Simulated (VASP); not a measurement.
Calculation: LDA (Ceperley-Alder, Perdew-Zunger), VASP's LDA PAW potentials (set 64) (plane waves; VASP).

Input for VASP

**QPOINTS**
```
k-points along high-symmetry lines
13
Line-mode
Cartesian
  0.000000   0.000000   0.000000 ! GAMMA
  0.000000   0.122010   0.000000 ! X

  0.000000   0.122010   0.000000 ! X
  0.122010   0.122010   0.000000 ! M

  0.122010   0.122010   0.000000 ! M
  0.000000   0.000000   0.000000 ! GAMMA

  0.000000   0.000000   0.000000 ! GAMMA
  0.122010   0.122010   0.122010 ! R

  0.122010   0.122010   0.122010 ! R
  0.000000   0.122010   0.000000 ! X

  0.122010   0.122010   0.122010 ! R
  0.122010   0.122010   0.000000 ! M
```

**POSCAR**
```
BaSnO3
1
    8.1960309932     0.0000000000     0.0000000000
    0.0000000000     8.1960309932     0.0000000000
    0.0000000000     0.0000000000     8.1960309932
Ba Sn O
8 8 24
Direct
  0.0000000000   0.0000000000   0.0000000000
  0.0000000000   0.0000000000   0.5000000000
  0.0000000000   0.5000000000   0.0000000000
  0.0000000000   0.5000000000   0.5000000000
  0.5000000000   0.0000000000   0.0000000000
  0.5000000000   0.0000000000   0.5000000000
  0.5000000000   0.5000000000   0.0000000000
  0.5000000000   0.5000000000   0.5000000000
  0.2500000000   0.2500000000   0.2500000000
  0.2500000000   0.2500000000   0.7500000000
  0.2500000000   0.7500000000   0.2500000000
  0.2500000000   0.7500000000   0.7500000000
  0.7500000000   0.2500000000   0.2500000000
  0.7500000000   0.2500000000   0.7500000000
  0.7500000000   0.7500000000   0.2500000000
  0.7500000000   0.7500000000   0.7500000000
  0.2500000000   0.0000000000   0.2500000000
  0.2500000000   0.0000000000   0.7500000000
  0.2500000000   0.5000000000   0.2500000000
  0.2500000000   0.5000000000   0.7500000000
  0.7500000000   0.0000000000   0.2500000000
  0.7500000000   0.0000000000   0.7500000000
  0.7500000000   0.5000000000   0.2500000000
  0.7500000000   0.5000000000   0.7500000000
  0.0000000000   0.2500000000   0.2500000000
  0.0000000000   0.2500000000   0.7500000000
  0.0000000000   0.7500000000   0.2500000000
  0.0000000000   0.7500000000   0.7500000000
  0.5000000000   0.2500000000   0.2500000000
  0.5000000000   0.2500000000   0.7500000000
  0.5000000000   0.7500000000   0.2500000000
  0.5000000000   0.7500000000   0.7500000000
  0.2500000000   0.2500000000   0.0000000000
  0.2500000000   0.2500000000   0.5000000000
  0.2500000000   0.7500000000   0.0000000000
  0.2500000000   0.7500000000   0.5000000000
  0.7500000000   0.2500000000   0.0000000000
  0.7500000000   0.2500000000   0.5000000000
  0.7500000000   0.7500000000   0.0000000000
  0.7500000000   0.7500000000   0.5000000000
```

File KPOINTS:
```
K-points
0
gamma
2 2 2
```

**INCAR**
```
SYSTEM = BaSnO3
PREC = Accurate
ENCUT = 520
EDIFF = 1E-7
NELM = 100
ALGO = Normal
LREAL = .FALSE.
LASPH = .TRUE.
ISMEAR = 0
SIGMA = 0.05
LMAXMIX = 4
LWAVE = .FALSE.
LCHARG = .FALSE.
IBRION = 6
NFREE = 2
POTIM = 0.015
NSW = 1
ISIF = 2
LPHON_DISPERSION = .TRUE.
```

POTCAR, in this order: Ba_sv Sn_d O (LDA.64 set). Program: vasp_std.

The resulting files:

### OUTCAR
```
 ion  position               nearest neighbor table
   1  0.000  0.000  0.000-  17 2.90  18 2.90  21 2.90  22 2.90  25 2.90  26 2.90  27 2.90  28 2.90
                            33 2.90  35 2.90  37 2.90  39 2.90  13 3.55  14 3.55  15 3.55  16 3.55
   2  0.000  0.000  0.500-  17 2.90  18 2.90  21 2.90  22 2.90  25 2.90  26 2.90  27 2.90  28 2.90
                            34 2.90  36 2.90  38 2.90  40 2.90  13 3.55  14 3.55  15 3.55  16 3.55
   3  0.000  0.500  0.000-  19 2.90  20 2.90  23 2.90  24 2.90  25 2.90  26 2.90  27 2.90  28 2.90
                            33 2.90  35 2.90  37 2.90  39 2.90  13 3.55  14 3.55  15 3.55  16 3.55
   4  0.000  0.500  0.500-  19 2.90  20 2.90  23 2.90  24 2.90  25 2.90  26 2.90  27 2.90  28 2.90
                            34 2.90  36 2.90  38 2.90  40 2.90  13 3.55  14 3.55  15 3.55  16 3.55
   5  0.500  0.000  0.000-  17 2.90  18 2.90  21 2.90  22 2.90  29 2.90  30 2.90  31 2.90  32 2.90
                            33 2.90  35 2.90  37 2.90  39 2.90  13 3.55  14 3.55  15 3.55  16 3.55
   6  0.500  0.000  0.500-  17 2.90  18 2.90  21 2.90  22 2.90  29 2.90  30 2.90  31 2.90  32 2.90
                            34 2.90  36 2.90  38 2.90  40 2.90  13 3.55  14 3.55  15 3.55  16 3.55
   7  0.500  0.500  0.000-  19 2.90  20 2.90  23 2.90  24 2.90  29 2.90  30 2.90  31 2.90  32 2.90
                            33 2.90  35 2.90  37 2.90  39 2.90  13 3.55  14 3.55  15 3.55  16 3.55
   8  0.500  0.500  0.500-  19 2.90  20 2.90  23 2.90  24 2.90  29 2.90  30 2.90  31 2.90  32 2.90
                            34 2.90  36 2.90  38 2.90  40 2.90  13 3.55  14 3.55  15 3.55  16 3.55
   9  0.250  0.250  0.250-  17 2.05  19 2.05  25 2.05  29 2.05  33 2.05  34 2.05   7 3.55   8 3.55
                             1 3.55   2 3.55   3 3.55   4 3.55   5 3.55   6 3.55
  10  0.250  0.250  0.750-  18 2.05  20 2.05  26 2.05  30 2.05  33 2.05  34 2.05   7 3.55   8 3.55
                             1 3.55   2 3.55   3 3.55   4 3.55   5 3.55   6 3.55
  11  0.250  0.750  0.250-  17 2.05  19 2.05  27 2.05  31 2.05  35 2.05  36 2.05   7 3.55   8 3.55
                             1 3.55   2 3.55   3 3.55   4 3.55   5 3.55   6 3.55
  12  0.250  0.750  0.750-  18 2.05  20 2.05  28 2.05  32 2.05  35 2.05  36 2.05   7 3.55   8 3.55
                             1 3.55   2 3.55   3 3.55   4 3.55   5 3.55   6 3.55
  13  0.750  0.250  0.250-  21 2.05  23 2.05  25 2.05  29 2.05  37 2.05  38 2.05   7 3.55   8 3.55
                             1 3.55   2 3.55   3 3.55   4 3.55   5 3.55   6 3.55
  14  0.750  0.250  0.750-  22 2.05  24 2.05  26 2.05  30 2.05  37 2.05  38 2.05   7 3.55   8 3.55
                             1 3.55   2 3.55   3 3.55   4 3.55   5 3.55   6 3.55
  15  0.750  0.750  0.250-  21 2.05  23 2.05  27 2.05  31 2.05  39 2.05  40 2.05   7 3.55   8 3.55
                             1 3.55   2 3.55   3 3.55   4 3.55   5 3.55   6 3.55
  16  0.750  0.750  0.750-  22 2.05  24 2.05  28 2.05  32 2.05  39 2.05  40 2.05   7 3.55   8 3.55
                             1 3.55   2 3.55   3 3.55   4 3.55   5 3.55   6 3.55
  17  0.250  0.000  0.250-   9 2.05  11 2.05   5 2.90   6 2.90   1 2.90   2 2.90
  18  0.250  0.000  0.750-  10 2.05  12 2.05   5 2.90   6 2.90   1 2.90   2 2.90
  19  0.250  0.500  0.250-   9 2.05  11 2.05   7 2.90   8 2.90   3 2.90   4 2.90
  20  0.250  0.500  0.750-  10 2.05  12 2.05   7 2.90   8 2.90   3 2.90   4 2.90
  21  0.750  0.000  0.250-  13 2.05  15 2.05   5 2.90   6 2.90   1 2.90   2 2.90
  22  0.750  0.000  0.750-  14 2.05  16 2.05   5 2.90   6 2.90   1 2.90   2 2.90
  23  0.750  0.500  0.250-  13 2.05  15 2.05   7 2.90   8 2.90   3 2.90   4 2.90
  24  0.750  0.500  0.750-  14 2.05  16 2.05   7 2.90   8 2.90   3 2.90   4 2.90
  25  0.000  0.250  0.250-   9 2.05  13 2.05   3 2.90   4 2.90   1 2.90   2 2.90
  26  0.000  0.250  0.750-  10 2.05  14 2.05   3 2.90   4 2.90   1 2.90   2 2.90
  27  0.000  0.750  0.250-  11 2.05  15 2.05   3 2.90   4 2.90   1 2.90   2 2.90
  28  0.000  0.750  0.750-  12 2.05  16 2.05   3 2.90   4 2.90   1 2.90   2 2.90
  29  0.500  0.250  0.250-   9 2.05  13 2.05   7 2.90   8 2.90   5 2.90   6 2.90
  30  0.500  0.250  0.750-  10 2.05  14 2.05   7 2.90   8 2.90   5 2.90   6 2.90
  31  0.500  0.750  0.250-  11 2.05  15 2.05   7 2.90   8 2.90   5 2.90   6 2.90
  32  0.500  0.750  0.750-  12 2.05  16 2.05   7 2.90   8 2.90   5 2.90   6 2.90
  33  0.250  0.250  0.000-   9 2.05  10 2.05   5 2.90   7 2.90   1 2.90   3 2.90
  34  0.250  0.250  0.500-   9 2.05  10 2.05   6 2.90   8 2.90   2 2.90   4 2.90
  35  0.250  0.750  0.000-  11 2.05  12 2.05   5 2.90   7 2.90   1 2.90   3 2.90
  36  0.250  0.750  0.500-  11 2.05  12 2.05   6 2.90   8 2.90   2 2.90   4 2.90
  37  0.750  0.250  0.000-  13 2.05  14 2.05   5 2.90   7 2.90   1 2.90   3 2.90
  38  0.750  0.250  0.500-  13 2.05  14 2.05   6 2.90   8 2.90   2 2.90   4 2.90
  39  0.750  0.750  0.000-  15 2.05  16 2.05   5 2.90   7 2.90   1 2.90   3 2.90
  40  0.750  0.750  0.500-  15 2.05  16 2.05   6 2.90   8 2.90   2 2.90   4 2.90
  LATTYP: Found a simple cubic cell.
 ALAT       =     8.1960309932
 Subroutine PRICEL returns following result:
  LATTYP: Found a simple cubic cell.
 ALAT       =     4.0980154966
 Subroutine GETGRP returns: Found 48 space group operations
The static configuration has the point symmetry O_h .
The dynamic configuration has the point symmetry O_h .
 Subroutine INISYM returns: Found 48 space group operations
 Subroutine IBZKPT returns following result:
 Found      4 irreducible k-points:

 Following reciprocal coordinates:
            Coordinates               Weight
  0.000000  0.000000  0.000000      1.000000
  0.500000  0.000000  0.000000      3.000000
  0.500000  0.500000  0.000000      3.000000
  0.500000  0.500000  0.500000      1.000000
...
```

**OSZICAR**
```
...
   1 F= -.28368263E+03 E0= -.28368263E+03  d E =-.368886E-12
 Found     4 degrees of freedom:
       N       E                     dE             d eps       ncg     rms          rms(c)
DAV:   1    -0.283681126294E+03    0.15018E-02   -0.27282E-01  2774   0.722E-01    0.123E-01
DAV:   2    -0.283681845340E+03   -0.71905E-03   -0.94449E-03  3032   0.171E-01    0.565E-02
DAV:   3    -0.283681851760E+03   -0.64194E-05   -0.44548E-04  3392   0.441E-02    0.259E-02
DAV:   4    -0.283681849772E+03    0.19873E-05   -0.33824E-05  2871   0.147E-02    0.111E-02
DAV:   5    -0.283681849614E+03    0.15869E-06   -0.49261E-06  3384   0.775E-03    0.241E-03
DAV:   6    -0.283681849594E+03    0.19558E-07   -0.12505E-06  3007   0.376E-03    0.131E-03
DAV:   7    -0.283681849606E+03   -0.11423E-07   -0.21826E-07  2064   0.153E-03
   2 F= -.28368185E+03 E0= -.28368185E+03  d E =-.567293E-21
       N       E                     dE             d eps       ncg     rms          rms(c)
DAV:   1    -0.283679534117E+03    0.23155E-02   -0.85814E-01  2537   0.118E+00    0.224E-01
DAV:   2    -0.283681835661E+03   -0.23015E-02   -0.30541E-02  3056   0.305E-01    0.103E-01
DAV:   3    -0.283681858269E+03   -0.22607E-04   -0.14026E-03  3543   0.782E-02    0.465E-02
DAV:   4    -0.283681849648E+03    0.86204E-05   -0.97518E-05  2904   0.255E-02    0.187E-02
DAV:   5    -0.283681849737E+03   -0.88410E-07   -0.21264E-05  3416   0.139E-02    0.510E-03
DAV:   6    -0.283681849546E+03    0.19104E-06   -0.52098E-06  3200   0.794E-03    0.247E-03
DAV:   7    -0.283681849598E+03   -0.52292E-07   -0.69115E-07  2616   0.306E-03
   3 F= -.28368185E+03 E0= -.28368185E+03  d E =-.533835E-11
       N       E                     dE             d eps       ncg     rms          rms(c)
DAV:   1    -0.283676192204E+03    0.56573E-02   -0.13637E+00  2714   0.206E+00    0.194E-01
DAV:   2    -0.283679836717E+03   -0.36445E-02   -0.40906E-02  3136   0.483E-01    0.857E-02
DAV:   3    -0.283679830856E+03    0.58612E-05   -0.12378E-03  3712   0.122E-01    0.625E-02
DAV:   4    -0.283679781085E+03    0.49771E-04   -0.22351E-04  3032   0.425E-02    0.265E-02
DAV:   5    -0.283679773133E+03    0.79519E-05   -0.32466E-05  3848   0.213E-02    0.139E-02
DAV:   6    -0.283679772140E+03    0.99251E-06   -0.14562E-05  3432   0.132E-02    0.490E-03
DAV:   7    -0.283679771960E+03    0.18030E-06   -0.29922E-06  3311   0.550E-03    0.250E-03
DAV:   8    -0.283679771870E+03    0.90251E-07   -0.11692E-06  2552   0.358E-03    0.142E-03
DAV:   9    -0.283679771804E+03    0.65702E-07   -0.14236E-07  1757   0.201E-03
   4 F= -.28367977E+03 E0= -.28367977E+03  d E =-.534435E-11
       N       E                     dE             d eps       ncg     rms          rms(c)
DAV:   1    -0.283669594923E+03    0.10177E-01   -0.36029E+00  3060   0.307E+00    0.339E-01
DAV:   2    -0.283680052761E+03   -0.10458E-01   -0.11765E-01  3222   0.776E-01    0.146E-01
DAV:   3    -0.283679961249E+03    0.91512E-04   -0.29654E-03  3600   0.200E-01    0.108E-01
DAV:   4    -0.283679794484E+03    0.16676E-03   -0.64659E-04  3352   0.990E-02    0.481E-02
DAV:   5    -0.283679772892E+03    0.21592E-04   -0.13247E-04  3632   0.385E-02    0.263E-02
DAV:   6    -0.283679772404E+03    0.48816E-06   -0.65066E-05  3184   0.232E-02    0.108E-02
DAV:   7    -0.283679771816E+03    0.58820E-06   -0.12770E-05  3312   0.106E-02    0.463E-03
DAV:   8    -0.283679771854E+03   -0.38526E-07   -0.38509E-06  2872   0.525E-03    0.231E-03
DAV:   9    -0.283679771789E+03    0.65440E-07   -0.49496E-07  2744   0.235E-03
   5 F= -.28367977E+03 E0= -.28367977E+03  d E =-.535281E-11
       N       E                     dE             d eps       ncg     rms          rms(c)
DAV:   1    -0.283676758238E+03    0.30136E-02   -0.23793E+00  3286   0.313E+00    0.193E-01
DAV:   2    -0.283682367919E+03   -0.56097E-02   -0.60180E-02  3952   0.556E-01    0.967E-02
DAV:   3    -0.283682322387E+03    0.45532E-04   -0.17361E-03  4624   0.115E-01    0.645E-02
DAV:   4    -0.283682192859E+03    0.12953E-03   -0.32444E-04  4064   0.578E-02    0.141E-02
DAV:   5    -0.283682195076E+03   -0.22169E-05   -0.10706E-04  3936   0.255E-02    0.119E-02
DAV:   6    -0.283682190912E+03    0.41634E-05   -0.14002E-05  4800   0.128E-02    0.621E-03
DAV:   7    -0.283682189650E+03    0.12626E-05   -0.48769E-06  4488   0.777E-03    0.311E-03
DAV:   8    -0.283682188451E+03    0.11989E-05   -0.18123E-06  4144   0.547E-03    0.122E-03
DAV:   9    -0.283682188313E+03    0.13743E-06   -0.11267E-06  3848   0.331E-03    0.743E-04
DAV:  10    -0.283682188138E+03    0.17561E-06   -0.32415E-07  3120   0.219E-03    0.395E-04
DAV:  11    -0.283682188127E+03    0.10543E-07   -0.25777E-07  3024   0.137E-03
   6 F= -.28368219E+03 E0= -.28368219E+03  d E =-.921112E-21
       N       E                     dE             d eps       ncg     rms          rms(c)
DAV:   1    -0.283677234533E+03    0.49536E-02   -0.37976E+00  3280   0.345E+00    0.244E-01
DAV:   2    -0.283682849514E+03   -0.56150E-02   -0.67332E-02  3784   0.463E-01    0.135E-01
DAV:   3    -0.283682430439E+03    0.41908E-03   -0.20490E-03  4224   0.958E-02    0.810E-02
DAV:   4    -0.283682165820E+03    0.26462E-03   -0.86556E-04  3880   0.721E-02    0.157E-02
DAV:   5    -0.283682190053E+03   -0.24234E-04   -0.26915E-04  3728   0.324E-02    0.169E-02
DAV:   6    -0.283682189248E+03    0.80542E-06   -0.19423E-05  4360   0.808E-03    0.878E-03
DAV:   7    -0.283682188245E+03    0.10027E-05   -0.23389E-06  3592   0.432E-03    0.446E-03
DAV:   8    -0.283682188140E+03    0.10551E-06   -0.16122E-06  3608   0.256E-03    0.111E-03
DAV:   9    -0.283682188125E+03    0.14930E-07   -0.17484E-07  2736   0.130E-03
   7 F= -.28368219E+03 E0= -.28368219E+03  d E =-.868021E-21
       N       E                     dE             d eps       ncg     rms          rms(c)
DAV:   1    -0.283676450002E+03    0.57381E-02   -0.24810E+00  2476   0.283E+00    0.224E-01
DAV:   2    -0.283680455799E+03   -0.40058E-02   -0.46410E-02  3000   0.514E-01    0.104E-01
DAV:   3    -0.283680208017E+03    0.24778E-03   -0.16709E-03  3576   0.148E-01    0.596E-02
DAV:   4    -0.283680052091E+03    0.15593E-03   -0.48132E-04  3256   0.802E-02    0.172E-02
DAV:   5    -0.283680047324E+03    0.47664E-05   -0.15499E-04  2928   0.335E-02    0.116E-02
DAV:   6    -0.283680037162E+03    0.10162E-04   -0.17880E-05  2872   0.130E-02    0.626E-03
DAV:   7    -0.283680033226E+03    0.39367E-05   -0.77398E-06  3176   0.923E-03    0.216E-03
DAV:   8    -0.283680031761E+03    0.14649E-05   -0.33341E-06  3184   0.622E-03    0.175E-03
DAV:   9    -0.283680030887E+03    0.87339E-06   -0.13098E-06  2952   0.449E-03    0.934E-04
DAV:  10    -0.283680030429E+03    0.45828E-06   -0.92782E-07  2760   0.387E-03    0.705E-04
DAV:  11    -0.283680030376E+03    0.52729E-07   -0.57904E-07  2640   0.226E-03
   8 F= -.28368003E+03 E0= -.28368003E+03  d E =-.843022E-21
       N       E                     dE             d eps       ncg     rms          rms(c)
DAV:   1    -0.283672353457E+03    0.76770E-02   -0.43006E+00  2652   0.348E+00    0.435E-01
DAV:   2    -0.283681031678E+03   -0.86782E-02   -0.10476E-01  3112   0.650E-01    0.182E-01
DAV:   3    -0.283680245076E+03    0.78660E-03   -0.35257E-03  3488   0.253E-01    0.102E-01
DAV:   4    -0.283680010927E+03    0.23415E-03   -0.13230E-03  3392   0.143E-01    0.306E-02
DAV:   5    -0.283680030933E+03   -0.20007E-04   -0.32584E-04  3000   0.472E-02    0.173E-02
DAV:   6    -0.283680031741E+03   -0.80770E-06   -0.26917E-05  3160   0.147E-02    0.109E-02
DAV:   7    -0.283680030335E+03    0.14059E-05   -0.49604E-06  3240   0.822E-03    0.398E-03
DAV:   8    -0.283680030351E+03   -0.15643E-07   -0.16252E-06  2912   0.372E-03    0.136E-03
DAV:   9    -0.283680030326E+03    0.24498E-07   -0.13391E-07  1776   0.163E-03
   9 F= -.28368003E+03 E0= -.28368003E+03  d E =-.672890E-21
```

File OUTCAR:
```
------------------------ aborting loop because EDIFF is reached ----------------------------------------
  FORCE on cell =-STRESS in cart. coord.  units (eV):
  Direction    XX          YY          ZZ          XY          YZ          ZX
  --------------------------------------------------------------------------------------
  Total       -0.2152919     -0.1928859     -0.2152919      0.0000000      0.0000000      0.0000000
  in kB       -0.6265093     -0.5613069     -0.6265093      0.0000000      0.0000000      0.0000000
  external PRESSURE =      -0.6047752 kB  Pullay stress =       0.0000000 kB
  volume of cell :      550.57
      direct lattice vectors                 reciprocal lattice vectors
     8.196030993  0.000000000  0.000000000     0.122010276  0.000000000  0.000000000
     0.000000000  8.196030993  0.000000000     0.000000000  0.122010276  0.000000000
     0.000000000  0.000000000  8.196030993     0.000000000  0.000000000  0.122010276
 POSITION                                       TOTAL-FORCE (eV/Angst)
 -----------------------------------------------------------------------------------
      0.00000      0.00000      0.00000        -0.000016     -0.011853     -0.000016
      0.00000      0.00000      4.09802        -0.000016     -0.011853      0.000016
      0.00000      4.09802      0.00000         0.000003      0.008543      0.000003
      0.00000      4.09802      4.09802         0.000003      0.008543     -0.000003
      4.09802      0.00000      0.00000         0.000016     -0.011853     -0.000016
      4.09802      0.00000      4.09802         0.000016     -0.011853      0.000016
      4.09802      4.09802      0.00000        -0.000003      0.008543      0.000003
      4.09802      4.09802      4.09802        -0.000003      0.008543     -0.000003
      2.04901      2.04901      2.04901        -0.000000     -0.101457      0.000000
      2.04901      2.04901      6.14702        -0.000000     -0.001981      0.000000
      2.04901      6.14702      2.04901        -0.000000     -0.115779      0.000000
      2.04901      6.14702      6.14702        -0.000000     -0.002028     -0.000000
      6.14702      2.04901      2.04901        -0.000000     -0.001981      0.000000
      6.14702      2.04901      6.14702        -0.000000      0.000091     -0.000000
      6.14702      6.14702      2.04901        -0.000000     -0.002028     -0.000000
      6.14702      6.14702      6.14702        -0.000000      0.000009      0.000000
      2.04901     -0.01500      2.04901        -0.000000      0.346481      0.000000
      2.04901      0.00000      6.14702        -0.000000      0.011184      0.000000
      2.04901      4.09802      2.04901        -0.000000     -0.012512      0.000000
      2.04901      4.09802      6.14702        -0.000000     -0.017923     -0.000000
      6.14702      0.00000      2.04901        -0.000000      0.011184     -0.000000
      6.14702      0.00000      6.14702        -0.000000      0.005079      0.000000
      6.14702      4.09802      2.04901        -0.000000     -0.017923      0.000000
      6.14702      4.09802      6.14702        -0.000000     -0.004982     -0.000000
      0.00000      2.04901      2.04901         0.028993     -0.010486      0.000000
      0.00000      2.04901      6.14702         0.004371      0.000228      0.000000
      0.00000      6.14702      2.04901        -0.029536     -0.010553      0.000000
      0.00000      6.14702      6.14702        -0.004444      0.000263     -0.000000
      4.09802      2.04901      2.04901        -0.028993     -0.010486     -0.000000
      4.09802      2.04901      6.14702        -0.004371      0.000228     -0.000000
      4.09802      6.14702      2.04901         0.029536     -0.010553     -0.000000
      4.09802      6.14702      6.14702         0.004444      0.000263     -0.000000
      2.04901      2.04901      0.00000        -0.000000     -0.010486      0.028993
      2.04901      2.04901      4.09802        -0.000000     -0.010486     -0.028993
      2.04901      6.14702      0.00000        -0.000000     -0.010553     -0.029536
      2.04901      6.14702      4.09802        -0.000000     -0.010553      0.029536
      6.14702      2.04901      0.00000        -0.000000      0.000228      0.004371
      6.14702      2.04901      4.09802        -0.000000      0.000228     -0.004371
      6.14702      6.14702      0.00000        -0.000000      0.000263     -0.004444
      6.14702      6.14702      4.09802        -0.000000      0.000263      0.004444
 -----------------------------------------------------------------------------------
    total drift:                                0.000031      0.000319     -0.000002
  FREE ENERGIE OF THE ION-ELECTRON SYSTEM (eV)
  ---------------------------------------------------
  free  energy   TOTEN  =      -283.6800303261 eV

  energy  without entropy=     -283.6800303261  energy(sigma->0) =     -283.68003033
```
(Selected blocks of OUTCAR.)

The cell is a supercell, built from BaSnO3 (cubic perovskite).
